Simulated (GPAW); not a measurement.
Crystal: Os.

```
CELL_PARAMETERS angstrom
2.73410 0.00000 0.00000
-1.36705 2.36780 0.00000
0.00000 0.00000 4.31970
ATOMIC_POSITIONS crystal
Os 0.66667 0.33333 0.75000
Os 0.33333 0.66667 0.25000
```

* Program: GPAW 26.7.0
* Task: relaxation of cell and atoms
* Functional: LDA
* Potentials or basis: the program's PAW data sets (release 1.2.1) made for this functional
* Cutoff: 600 eV
* Basis: pw
* k mesh: 11 × 11 × 6
* Occupations: fermi-dirac, width 0.05 eV
* Spin: no spin polarisation

At the start: pressure -12.6 GPa; volume 13.98 Å³/atom.

Problem. How do energy, volume and symmetry change on relaxing?

Solution. Over 4 steps the energy falls by 16.7 meV/atom and the volume is 13.57 Å³/atom (-2.9 %); space group P6_3/mmc (No. 194, to 0.05 Å).

The path:
| step | energy change (eV) | largest force (eV/Å) | pressure (GPa) | volume (Å³) |
| --- | --- | --- | --- | --- |
| 1 | 0.0000 | 0.0000 | -12.56 | 27.96 |
| 2 | -0.0317 | 0.0000 | -2.85 | 27.32 |
| 3 | -0.0333 | 0.0000 | 0.12 | 27.13 |
| 4 | -0.0333 | 0.0000 | 0.00 | 27.14 |

Final structure:
```xyz
2
Lattice="2.7072 0.0000 0.0000 -1.3536 2.3445 0.0000 0.0000 0.0000 4.2759" Properties=species:S:1:pos:R:3 pbc="T T T"
Os    1.3536    0.7815    3.2069
Os    0.0000    1.5630    1.0690
```

Caveat: later steps reuse the first step's grids.
